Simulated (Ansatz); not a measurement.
Te, DFT, LDA, all-electron PAW with datasets made for the crystal, scalar-relativistic (Ansatz 0.2.0), run on 1 thread of Intel(R) Xeon(R) Platinum 8488C (Sapphire Rapids) on a shared host.

The cell comes from COD entry 1531230, which wasn't checked; take it as a given geometry. The listed cell was then made from it by scaling, straining or moving an atom.

Command: `ansatz run input.yaml --threads 1 --pin off --max-ram 6144MiB --backend cpu --events-out ev --progress --plain --runs-dir out`

```yaml
crystal:
  lattice:
    - [4.3242594749, 0.0, 0.0]
    - [-2.1621297375, 3.7449185579, 0.0]
    - [0.0, 0.0, 5.925]
  atoms:
    - { symbol: Te, position: [0.745, 0.0, 0.3333333333] }
    - { symbol: Te, position: [0.0, 0.745, 0.6666666667] }
    - { symbol: Te, position: [0.255, 0.255, 0.0] }
kpoints:
  mp_grid: { grid: [9, 9, 6] }
scf:
  occupations: { method: fermi_dirac, width: 0.08 }
hamiltonian:
  xc: lda
  pseudopotentials: { kind: all_electron, datasets: crystal }
output:
  forces: true
  stress: true
  eigenvalues: true
  efg: { contact_densities: true }
```

**Question.** How large is the problem that the program sets up?

**Answer.** 62 irreducible k-points, 353 plane waves at Γ, 13 bands.

**Question.** Estimate the wall time and the peak memory.

**Answer.** 9.1 s of wall time for 7 SCF iterations, with a peak of 0.57 GiB. Times on shared machines scatter by tens of per cent.

**Question.** And the same cell and mesh by PAW (frozen-core files), asked for forces, stress, eigenvalues, efg, on the same hardware?

**Answer.** 9 s, peak memory 0.45 GiB.
